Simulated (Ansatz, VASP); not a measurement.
**Two plane-wave programs on C**

```
CELL_PARAMETERS angstrom
2.42849 -2.43382 0.00000
2.42849 2.43382 0.00000
0.00000 0.00000 4.45922
ATOMIC_POSITIONS crystal
C 0.50000 0.50000 0.75000
C 0.50000 0.50000 0.25000
C 0.49983 0.19371 0.50000
C 0.50017 0.80629 0.50000
C 0.19371 0.49983 0.00000
C 0.80629 0.50017 0.00000
```

Alike in both runs: functional PBE; k mesh 8 × 8 × 6; occupations gaussian, width 0.02 eV; no spin polarisation.

Ansatz relaxed the structure, and its values are those at the end. VASP's run is a single point on that final structure, the one shown.

|  | VASP | Ansatz |
| --- | --- | --- |
| version | VASP 6.6.1 | Ansatz 0.2.0 |
| potentials or method | VASP PAW PBE potentials, release 64 (C) | scalar-relativistic, plane waves, PAW |
| plane-wave cutoff (eV) | 520 | 420 |
| valence electrons in the cell | 24 | 24 |

```csv
,VASP,Ansatz,Ansatz less VASP
gap on the k mesh at the Fermi level (eV),0.66,0.67,+0.004
least direct gap on the mesh (eV),2.09,2.09,+0.008
pressure (GPa),0.3,0.0,-0.28
```

With one functional, cell and mesh, what is left measures potentials, basis and numerics.
